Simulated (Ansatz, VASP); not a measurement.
# NaH in VASP and in Ansatz

```
Na H
1.0
     0.00000    2.37040    2.37040
     2.37040    0.00000    2.37040
     2.37040    2.37040    0.00000
Na H
1 1
Direct
  0.00000 0.00000 0.00000
  0.50000 0.50000 0.50000
```

Change from the starting cell: volume scaled by 0.98, PAW files.

Alike in both runs: task electric field gradients; functional PBEsol; k mesh 11 × 11 × 11; occupations fermi-dirac, width 0.02 eV; no spin polarisation.

|  | VASP | Ansatz |
| --- | --- | --- |
| version | VASP 6.6.1 | Ansatz 0.2.0 |
| potentials or method | VASP PAW PBE potentials, release 64 (Na_pv, H) | PAW with Ansatz's default frozen-core files, scalar-relativistic |
| plane-wave cutoff (eV) | 520 | 420 |
| valence electrons in the cell | 8 | 10 |

```csv
,VASP,Ansatz,Ansatz less VASP
gap on the k mesh at the Fermi level (eV),3.87,3.87,+0.003
pressure (GPa),0.8,0.8,0.00
Vzz of the field gradient on the site that differs most (V/Å²),0.0,0.0,0.00
```

The functional is the same, so the differences come from potentials, cutoffs and numerics. The two sets of potentials don't hold the same shells in valence.

Caveats: the PAW data sets were made with another functional, which shifts forces and pressure a little (VASP); an odd mesh through Γ misses points on the zone boundary, where band edges often lie.
